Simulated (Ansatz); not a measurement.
Here is the system:

```yaml
crystal:
  lattice:
    - [4.26808, 0.00000, 0.00000]
    - [0.00000, 4.26808, 0.00000]
    - [0.00000, 0.00000, 24.05397]
  atoms:
    - { symbol: Br, position: [0.25000, 0.75000, 0.30950] }
    - { symbol: Na, position: [0.75000, 0.25000, 0.31595] }
    - { symbol: Br, position: [0.75000, 0.25000, 0.43828] }
    - { symbol: Na, position: [0.25000, 0.75000, 0.43540] }
    - { symbol: Br, position: [0.25000, 0.75000, 0.56172] }
    - { symbol: Na, position: [0.75000, 0.25000, 0.56460] }
    - { symbol: Br, position: [0.75000, 0.25000, 0.69050] }
    - { symbol: Na, position: [0.25000, 0.75000, 0.68405] }
```

No spin polarisation.

Method: Ansatz (an electronic-structure program) PBE, without spin-orbit coupling. Γ-centred 8×8×1 mesh, Fermi–Dirac width 0.05 eV. The cell is a slab with vacuum along z.

Task: Predict the valence-band top at Γ, band gap and gap character.

Result: The valence-band top at Γ (three highest levels, from the VBM) is 0.00, 0.00, -0.10 eV. The band gap comes out as 4.18 eV and the gap character is direct at Γ.

Stability against distortions was not tested. The cell was made from NaBr in the rock salt structure (space group Fm-3m, No. 225) by this change: a free-standing slab of 4 layers (8 atoms, 2 a layer) is cut normal to the z axis, with 15 Å of vacuum and the in-plane cell held at bulk.
